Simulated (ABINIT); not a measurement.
Crystal: PtSe2 (Sudovikovite).

```
Pt Se
1.0
     3.72400    0.00000    0.00000
    -1.86200    3.22508    0.00000
     0.00000    0.00000    5.06200
Pt Se
1 2
Direct
  0.00000 0.00000 0.00000
  0.66667 0.33333 0.75000
  0.33333 0.66667 0.25000
```

```yaml
Program: ABINIT 10.8.3 (patched build)
Task: relaxation of cell and atoms
Functional: LDA
Potentials_or_basis: PseudoDojo NC SR LDA v0.4.1 standard
Cutoff: 1170 eV
k_mesh: 6 × 6 × 4
Occupations: fermi-dirac, width 0.05 eV
Spin: no spin polarisation
```

At the start: pressure -0.5 GPa; volume 20.27 Å³/atom.

Problem. Where does the relaxation end?

Solution. Over 13 steps the energy falls by 11.4 meV/atom and the volume is 19.29 Å³/atom (-4.8 %); space group P-3m1 (No. 164, to 0.05 Å).

Step by step:
```
step  energy change (eV)  largest force (eV/Å)  pressure (GPa)  volume (Å³)
   1              0.0000                0.1845           -0.55        60.80
   2             -0.0014                0.1866           -0.49        60.69
   3              0.0712                0.3112            6.88        53.40
   4             -0.0242                0.1220            0.03        59.06
   5             -0.0310                0.0524            0.36        58.24
   6             -0.0329                0.0332            0.51        57.61
   7             -0.0333                0.0331            0.30        57.75
   8             -0.0338                0.0443           -0.15        57.95
   9             -0.0340                0.0407           -0.21        57.96
  10             -0.0342                0.0208           -0.17        57.92
  11             -0.0342                0.0058           -0.06        57.88
  12             -0.0342                0.0004           -0.01        57.86
  13             -0.0342                0.0000            0.00        57.86
```

Final structure:
```cif
data_structure
_symmetry_space_group_name_H-M 'P 1'
_symmetry_Int_Tables_number 1
_cell_length_a 3.7373
_cell_length_b 3.7373
_cell_length_c 4.7831
_cell_angle_alpha 90.000
_cell_angle_beta 90.000
_cell_angle_gamma 120.000
_cell_volume 57.86
loop_
_atom_site_label
_atom_site_type_symbol
_atom_site_fract_x
_atom_site_fract_y
_atom_site_fract_z
_atom_site_occupancy
Pt1 Pt 0.00000 0.00000 0.00000 1
Se1 Se 0.66667 0.33333 0.73596 1
Se2 Se 0.33333 0.66667 0.26404 1
```
